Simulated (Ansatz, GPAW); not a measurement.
CdGeAs₂: PBE in single-zeta orbitals, run from Python

These are simulated results from GPAW 26.7.0, not measurements. The cell was built from a prototype and was relaxed with r2SCAN in plane waves (Ansatz 0.2.0). It may be hypothetical. All runs are without spin polarisation.

Space group P-4m2 (No. 115), tetragonal; a = 4.076 Å, c = 6.118 Å in the conventional setting, 25.42 Å³ an atom. Cd has 4 As at 2.61 Å; As has 2 Ge at 2.49 Å and 2 Cd at 2.61 Å; Ge has 4 As at 2.49 Å.

The basis is minimal: single zeta, one radial function for each shell that the log's basis lists. It describes the filled bands fairly and the empty ones poorly.

The script, run.py:

```python
import json
from ase import Atoms
from gpaw import GPAW, PW, FermiDirac

atoms = Atoms(['Cd', 'As', 'Ge', 'As'],
              cell=[[4.076372, 0.0, 0.0], [0.0, 4.076372, 0.0], [0.0, 0.0, 6.118321]],
              scaled_positions=[[0.0, 0.0, 0.0], [-0.0, 0.5, 0.267233], [0.5, 0.5, 0.5], [0.5, 0.0, 0.732767]],
              pbc=True)
calc = GPAW(mode='lcao', basis='sz(dzp)', h=0.2, xc='PBE', kpts={'size': (4, 4, 4), 'gamma': True},
            occupations=FermiDirac(0.02), maxiter=100, legacy_gpaw=True, txt='gpaw.txt')
atoms.calc = calc
res = {'energy': atoms.get_potential_energy(force_consistent=True)}
res['electrons'] = calc.get_number_of_electrons()
res['k'] = calc.get_ibz_k_points().tolist()
res['levels'] = [calc.get_eigenvalues(kpt=i).tolist() for i in range(len(res['k']))]
points = [[0.0, 0.0, 0.0], [0.0, 0.5, 0.0], [0.5, 0.5, 0.0], [0.0, 0.0, 0.5], [0.0, 0.5, 0.5], [0.5, 0.5, 0.5], [0.05, 0.5, 0.5]]
bands = calc.fixed_density(kpts=points, symmetry='off', txt='bands.txt')
res['points'] = [bands.get_eigenvalues(kpt=i).tolist() for i in range(len(points))]
json.dump(res, open('results.json', 'w'))
print('free energy (eV):', round(res['energy'], 5))
```

Command: `python run.py`. It took 14 s on 1 thread of Arm Neoverse V1, with other jobs on the host, peak memory 0.19 GiB.

The log gpaw.txt, trimmed of paths, versions and times, then the last line on the terminal. An iter line gives the energy in eV and the logarithms of the changes of orbitals (plane waves alone) and density (c: converged):

```
___ ___ ___ _ _ _
 |   |   |_  | | | |

 | | | | | . | | | |

 |__ |  _|___|_____|  26.7.0
 |___|_|

Input parameters:
  basis: sz(dzp)
  h: 0.2
  kpts: {gamma: True,
         size: (4, 4, 4)}
  maxiter: 100
  mode: lcao
  occupations: {fixmagmom: False,
                name: fermi-dirac,
                width: 0.02}
  xc: PBE

System changes: positions, numbers, cell, pbc, initial_charges, initial_magmoms

Initialize ...

species:
  Cd:
    name:    Cadmium
    Z:       48.0
    valence: 12
    core:    36
    charge:  0.0  # [|e|]
    compensation charges:
      type: gauss
      rc: 0.38  # [Å]
      lmax: 2
    cutoffs:
      filter: 2.12  # [Å]
      core: 2.62  # [Å]
    projectors
    | kind |    occ | energy [eV] | rcut [Å] |

    |------|--------|-------------|----------|

    |   5s |  2.000 |      -5.655 |    1.191 |

    |   5p |  0.000 |      -1.186 |    1.228 |

    |   4d | 10.000 |     -11.739 |    1.164 |

    |    s |        |      21.556 |    1.191 |

    |    p |        |      26.026 |    1.228 |

    |    d |        |      15.473 |    1.164 |

    LCAO basis set for Cd:
      Name: sz(dzp)
      Number of radial functions: 3
      Number of spherical harmonics: 9
        l=0, rc=8.5781 Bohr: 5s-sz confined orbital
        l=1, rc=12.6406 Bohr: 5p-sz confined orbital
        l=2, rc=4.9062 Bohr: 4d-sz confined orbital
      Number of RI-basis functions 0

  As:
    name:    Arsenic
    Z:       33.0
    valence: 5
    core:    28
    charge:  0.0  # [|e|]
    compensation charges:
      type: gauss
      rc: 0.33  # [Å]
      lmax: 2
    cutoffs:
      filter: 1.87  # [Å]
      core: 2.96  # [Å]
    projectors
    | kind |    occ | energy [eV] | rcut [Å] |

    |------|--------|-------------|----------|

    |   4s |  2.000 |     -14.487 |    1.058 |

    |   4p |  3.000 |      -5.196 |    1.058 |

    |    s |        |      12.725 |    1.058 |

    |    p |        |      22.016 |    1.058 |

    |    d |        |       0.000 |    1.058 |

    LCAO basis set for As:
      Name: sz(dzp)
      Number of radial functions: 2
      Number of spherical harmonics: 4
        l=0, rc=6.1250 Bohr: 4s-sz confined orbital
        l=1, rc=7.9531 Bohr: 4p-sz confined orbital
      Number of RI-basis functions 0

  Ge:
    name:    Germanium
    Z:       32.0
    valence: 4
    core:    28
    charge:  0.0  # [|e|]
    compensation charges:
      type: gauss
      rc: 0.32  # [Å]
      lmax: 2
    cutoffs:
      filter: 1.77  # [Å]
      core: 3.42  # [Å]
    projectors
    | kind |    occ | energy [eV] | rcut [Å] |

    |------|--------|-------------|----------|

    |   4s |  2.000 |     -11.726 |    1.005 |

    |   4p |  2.000 |      -3.896 |    1.005 |

    |    s |        |      15.485 |    1.005 |

    |    p |        |      23.315 |    1.005 |

    |    d |        |       0.000 |    1.005 |

    LCAO basis set for Ge:
      Name: sz(dzp)
      Number of radial functions: 2
      Number of spherical harmonics: 4
        l=0, rc=6.6406 Bohr: 4s-sz confined orbital
        l=1, rc=8.9688 Bohr: 4p-sz confined orbital
      Number of RI-basis functions 0

Reference energy: -332276.703389  # eV

Spin-paired calculation

Convergence criteria:
 Maximum [total energy] change in last 3 cyles: 0.0005 eV / valence electron
 Maximum integral of absolute [dens]ity change: 0.0001 electrons / valence electron
 Maximum integral of absolute [eigenst]ate change: 4e-08 eV^2 / valence electron
 Maximum number of scf [iter]ations: 100
 (Square brackets indicate name in SCF output, whereas a 'c' in
 the SCF output indicates the quantity has converged.)

Symmetries present (total): 8

  ( 1  0  0)  ( 1  0  0)  ( 0  1  0)  ( 0  1  0)  ( 0 -1  0)  ( 0 -1  0)
  ( 0  1  0)  ( 0 -1  0)  ( 1  0  0)  (-1  0  0)  ( 1  0  0)  (-1  0  0)
  ( 0  0  1)  ( 0  0  1)  ( 0  0 -1)  ( 0  0 -1)  ( 0  0 -1)  ( 0  0 -1)

  (-1  0  0)  (-1  0  0)
  ( 0  1  0)  ( 0 -1  0)
  ( 0  0  1)  ( 0  0  1)

64 k-points: 4 x 4 x 4 Monkhorst-Pack grid + [1/8,1/8,1/8]
18 k-points in the irreducible part of the Brillouin zone
       k-points in crystal coordinates                weights
   0:     0.00000000    0.00000000    0.00000000          1/64
   1:     0.00000000    0.00000000    0.25000000          2/64
   2:     0.00000000    0.00000000    0.50000000          1/64
   3:     0.25000000    0.00000000    0.00000000          4/64
   4:     0.25000000    0.00000000    0.25000000          8/64
   5:     0.25000000    0.00000000    0.50000000          4/64
   6:     0.25000000    0.25000000    0.00000000          4/64
   7:     0.25000000    0.25000000    0.25000000          8/64
   8:     0.25000000    0.25000000    0.50000000          4/64
   9:     0.50000000    0.00000000    0.00000000          2/64
          ...
  17:     0.50000000    0.50000000    0.50000000          1/64

Wave functions: LCAO
  Diagonalizer: Serial LAPACK
  Atomic Correction: dense with blas
  Data-type: complex

Occupation numbers: Fermi-Dirac:
  width: 0.0200  # eV

Eigensolver
   LCAO using direct dense diagonalizer

Densities:
  Coarse grid: 20*20*32 grid
  Fine grid: 40*40*64 grid
  Total Charge: 0.000000

Density mixing:
  Method: separate
  Backend: msr1
  Linear mixing parameter: 0.05
  old densities: 10
  Width of damping distribution: 1.1
  Damping of long wavelength oscillations: 20

Hamiltonian:
  XC and Coulomb potentials evaluated on a 40*40*64 grid
  Using the PBE Exchange-Correlation functional
  Interpolation: tri-quintic (5. degree polynomial)
  Poisson solver: FastPoissonSolver using
    Stencil: 6*3+1=19 point O(h^6) finite-difference Laplacian
    FFT axes: [np.int64(0), np.int64(1), np.int64(2)]
    FST axes: []

XC parameters: PBE with 2 nearest neighbor stencil

Memory estimate:
  Process memory now: 121.03 MiB
  Calculator: 27.90 MiB
    Density: 17.07 MiB
      Arrays: 2.54 MiB
      Localized functions: 12.58 MiB
      Mixer: 1.95 MiB
    Hamiltonian: 2.57 MiB
      Arrays: 1.66 MiB
      XC: 0.00 MiB
      Poisson: 0.00 MiB
      vbar: 0.91 MiB
    Wavefunctions: 8.26 MiB
      C [qnM]: 0.12 MiB
      S, T [2 x qmm]: 0.24 MiB
      P [aqMi]: 0.02 MiB
      BasisFunctions: 7.88 MiB
      Eigensolver: 0.00 MiB

Total number of cores used: 1

Number of atoms: 4
Number of atomic orbitals: 21
Number of bands in calculation: 20
Number of valence electrons: 26
Bands to converge: occupied

... initialized

Initializing position-dependent things.

Density initialized from atomic densities
    .---------.
   /|         |

  / |         |

 *  |         |

 |  |         |

 |  | As      |

 |  |   Ge    |

 | As         |

 |  .---------.
 | /         /
 |/         /
 Cd--------*
Positions:
   0 Cd     0.000000    0.000000    0.000000    ( 0.0000,  0.0000,  0.0000)
   1 As     0.000000    2.038186    1.635017    ( 0.0000,  0.0000,  0.0000)
   2 Ge     2.038186    2.038186    3.059160    ( 0.0000,  0.0000,  0.0000)
   3 As     2.038186    0.000000    4.483304    ( 0.0000,  0.0000,  0.0000)

Unit cell:
           periodic     x           y           z      points  spacing
  1. axis:    yes    4.076372    0.000000    0.000000    20     0.2038
  2. axis:    yes    0.000000    4.076372    0.000000    20     0.2038
  3. axis:    yes    0.000000    0.000000    6.118321    32     0.1912

  Lengths:   4.076372   4.076372   6.118321
  Angles:   90.000000  90.000000  90.000000

Effective grid spacing dv^(1/3) = 0.1995

iter:   1   -12.928630        c
iter:   2   -12.883664        c -1.18
iter:   3   -12.657282        c -1.21
iter:   4   -12.650983        c -1.90
iter:   5   -12.650746c       c -2.69
iter:   6   -12.650727c       c -3.38
iter:   7   -12.650730c       c -3.67
iter:   8   -12.650729c       c -4.84c

Converged after 8 iterations.

Energy contributions relative to reference atoms: (reference = -332276.703389)

Kinetic:        +42.392704
Potential:      -37.261851
External:        +0.000000
XC:             -17.865317
Entropy (-ST):   -0.002163
Local:           +0.084816
SIC:             +0.000000
--------------------------
Free energy:    -12.651811
Extrapolated:   -12.650729

Showing only first 2 kpts
 Kpt  Band  Eigenvalues  Occupancy
  0    11      4.50127    2.00000
  0    12      5.18051    0.00830
  0    13      5.18051    0.00830
  0    14      6.11157    0.00000

  1    11      4.69049    2.00000
  1    12      4.69049    2.00000
  1    13      5.66671    0.00000
  1    14      6.12211    0.00000

Fermi level: 5.07091

No gap
No difference between direct/indirect transitions

free energy (eV): -12.65181
```

The gap in the log is over the mesh alone; results.json adds the listed points. PBE in single-zeta orbitals gives no gap (an overlap of 0.44 eV at the points read). On the same cell, plane-wave PBE (Ansatz, 6×6×4 k points and the special points) gives no gap (an overlap of 0.45 eV at the points read) and r2SCAN no gap (an overlap of 0.31 eV at the points read); on shared hosts these took about 13 and 31 core-seconds on the 4-atom cell, against 14 for the script.

Spin-orbit coupling is left out.
